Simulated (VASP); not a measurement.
### A slab model of 1T-CrO2 monolayer

The cell holds 3 atoms: 2 O and 1 Cr. Its edges and angles: a = 2.884 Å, b = 2.884 Å, c = 20.141 Å, α = 90.0°, β = 90.0°, γ = 120.0°. Vacuum lies along c.

```xyz
3
Lattice="2.8844 0.0000 0.0000 -1.4422 2.4980 0.0000 0.0000 0.0000 20.1407" Properties=species:S:1:pos:R:3
O     1.4422    0.8327    9.1112
O     0.0000    1.6653   11.0295
Cr    0.0000    0.0000   10.0704
```

| Item | Value |
| --- | --- |
| method | PBE with D3(BJ), spin-polarised from a ferromagnetic start (one magnetic atom a cell); plane waves and PAW (O, Cr) (and 1 further level or step) |
| program | VASP 6.6.1 |
| settings of one run | PAW datasets (O, Cr), PAW release PBE 64, 12×12×1 k-mesh, ENCUT 520 eV, ISMEAR -1, SIGMA 0.05 eV |
| notes | The run is spin-polarised, with a total moment of 2.00 μB a cell. Values taken over the cell’s volume include its vacuum. |
| work function of the slab | 7.14 eV |
| polarisability per area of the slab or monolayer | 0.244 Å |

The work function is 7.14 eV at both faces. The atom that ends on top (O) moved inwards by 0.11 Å, counted from the mean of all atoms.

[Lines on the potential files, build, host, timing and source positions are cut from VASP's logs without a mark.]

[Logs are printed without paths, hosts, clocks, repeated set-up lines and the standing remarks that a program may print on its own settings, such as how far it seeks lower states.]

[Hosts, paths, dates, database ids (printed as entryN), source tags and the programs' standing remarks are cut or masked in the printed files.]

[In band tables of VASP the shares of atoms and orbitals are scaled to a sum of 1 inside the atoms' spheres.]

[Runs that stopped without an error message from VASP are left out.]
